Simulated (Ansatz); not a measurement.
## AlN: relaxation of cell and atoms with RPBE

AlN:

```
Al N
1.0
     0.00000    2.18399    2.18399
     2.18399    0.00000    2.18399
     2.18399    2.18399    0.00000
Al N
1 1
Direct
  0.00000 0.00000 0.00000
  0.25000 0.25000 0.25000
```

Measurements of this composition are mostly on another form, of space group No. 186.

```
Program             : Ansatz 0.2.0
Task                : relaxation of cell and atoms
Functional          : RPBE
Potentials or basis : Ansatz PAW
Cutoff              : 420 eV (not typed: the program's choice for these potentials)
k mesh              : 10 × 10 × 10
Occupations         : fermi-dirac, width 0.05 eV
Spin                : no spin polarisation
```

* Relaxed volume: 10.87 Å³/atom
* Relaxed cell: a = 3.133 Å, b = 3.133 Å, c = 3.133 Å, α = 60.00°, β = 60.00°, γ = 60.00°
* Space group after relaxing (to 0.05 Å): F-43m (No. 216)
* Energy gained by relaxing: 11.7 meV/atom
* Ionic steps: 7
* Pressure after relaxing: 0.0 GPa
* Band gap on the k mesh: 3.34 eV

The path:
| step | energy change (eV) | largest force (eV/Å) | volume (Å³) |
| --- | --- | --- | --- |
| 1 | 0.0000 | 0.0000 | 20.83 |
| 2 | -0.0159 | 0.0000 | 21.27 |
| 3 | -0.0204 | 0.0000 | 21.69 |
| 4 | -0.0203 | 0.0000 | 21.71 |
| 5 | -0.0233 | 0.0000 | 21.71 |
| 6 | -0.0233 | 0.0000 | 21.74 |
| 7 | -0.0233 | 0.0000 | 21.74 |

Final structure:
```
Al N
1.0
     0.00000    2.21512    2.21512
     2.21512    0.00000    2.21512
     2.21512    2.21512    0.00000
Al N
1 1
Direct
  0.00000 0.00000 0.00000
  0.25000 0.25000 0.25000
```

Run time: 3.4 s on 2 threads of Intel(R) Xeon(R) CPU @ 2.60GHz (Ice Lake), with other jobs on the host, peak memory 0.36 GiB.

Caveat: the plane-wave basis is chosen anew once the cell has moved, so the energies of steps on either side of that aren't comparable; the pressure holds a Pulay correction of +0.4 GPa for the finite cutoff; the PAW data sets come from PBE, with cores solved anew for the run's functional, which leaves a small shift of forces and pressure. A k mesh can miss the band edges.
